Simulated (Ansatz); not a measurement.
**What a strained HfO2 layer does to its nuclei**

Cell: a structure deposited in the COD whose atoms were relaxed with PBE, the cell held.

```xyz
12
Lattice="5.1180 0.0000 0.0000 0.0000 5.1857 0.0000 -0.8587 0.0000 5.2139" Properties=species:S:1:pos:R:3 pbc="T T T"
Hf    1.2374    0.2172    1.0852
Hf    3.4512    2.8100    1.5218
Hf    3.0219    4.9685    4.1287
Hf    0.8081    2.3757    3.6921
O     1.8731    3.9327    2.5041
O     2.8156    1.3399    0.1029
O     2.3863    1.2530    2.7098
O     1.4437    3.8458    5.1110
O     0.0807    1.7593    1.7672
O     4.6079    4.3521    0.8397
O     4.1786    3.4264    3.4467
O    -0.3486    0.8336    4.3741
```

Sites (sets of like atoms) are named by element and the number of their first atom in this list.

Level of theory: DFT, PBE, plane waves and PAW, scalar-relativistic, 420 eV cutoff, Γ-centred 6×6×6 k-points, Fermi–Dirac smearing 0.02 eV (Ansatz 0.2.0).

The cell is stretched along z (the third Cartesian axis of the run's cell), x and y held, and the ions relax again each time.

| strain along z (%) | Hf: V along z (10²¹ V/m²) | O5: V along z (10²¹ V/m²) | O9: V along z (10²¹ V/m²) |
| --- | --- | --- | --- |
| -3 | ? | ? | ? |
| -2 | 9.51 | -0.99 | 0.52 |
| -1 | 9.09 | -0.73 | 0.37 |
| 0 | 8.67 | -0.48 | 0.21 |
| +1 | 8.30 | -0.23 | 0.09 |
| +2 | 8.11 | 0.02 | -0.01 |
| +3 | 7.89 | 0.25 | -0.03 |

(1) Estimate the row at -3 % from the others.

Answers

(1) Hf: 9.85; O5: -1.26; O9: 0.66. Worked for Hf: a straight line through the other 6 rows has a slope of -0.325 × 10²¹ V/m² per per cent of strain and gives 9.73 at -3 %, against 9.85 from the run; the rows don't lie on one smooth curve, and relaxations that stop at forces of about 0.02 eV/Å can cause such scatter. Worked for O5: a straight line through the other 6 rows has a slope of 0.248 × 10²¹ V/m² per per cent of strain and gives -1.23 at -3 %, against -1.26 from the run, so the response is nearly linear here.

At this cell the principal stresses reach 5 GPa in size with PBE, which can matter for small gradients. Without spin–orbit coupling the gradients at and beside Hf can be off by some per cent, at some sites by more.
